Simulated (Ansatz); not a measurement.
**ZrO2: equation of state with RPBE+D4**

ZrO2:

```
CELL_PARAMETERS angstrom
3.59610 0.00000 0.00000
0.00000 3.59610 0.00000
0.00000 0.00000 5.17700
ATOMIC_POSITIONS crystal
Zr 0.50000 0.50000 0.50000
Zr 0.00000 0.00000 0.00000
O 0.50000 0.00000 0.79700
O 0.50000 0.00000 0.29700
O 0.00000 0.50000 0.70300
O 0.00000 0.50000 0.20300
```

| Quantity | Value |
| --- | --- |
| Program | Ansatz 0.2.0 |
| Task | equation of state |
| Functional | RPBE |
| Dispersion | D4 |
| Potentials or basis | Ansatz PAW |
| Cutoff | 420 eV |
| Density cutoff | 1680 eV |
| k mesh | 7 × 7 × 5 |
| Occupations | fermi-dirac, width 0.05 eV |
| Spin | no spin polarisation |

- Equilibrium volume: 11.24 Å³/atom
- Bulk modulus at fixed shape and positions: 226 GPa
- Pressure derivative of the bulk modulus: 4.1

Energy against volume, from the lowest point:
```tsv
volume (Å³/atom)	energy (meV/atom)
10.489	39.52
10.712	18.59
10.935	5.72
11.158	0.00
11.381	0.79
11.604	7.42
11.828	19.41
```

All runs of the series together: 16 s on 2 threads of AMD EPYC 7R43 64-Core Processor (Zen 3), with other jobs on the host.

Caveat: the potentials were made for another functional, which shifts forces and pressure; the cell was scaled at fixed shape and fractional positions, which overstates the stiffness of a crystal with free parameters, most of all of layers and chains.
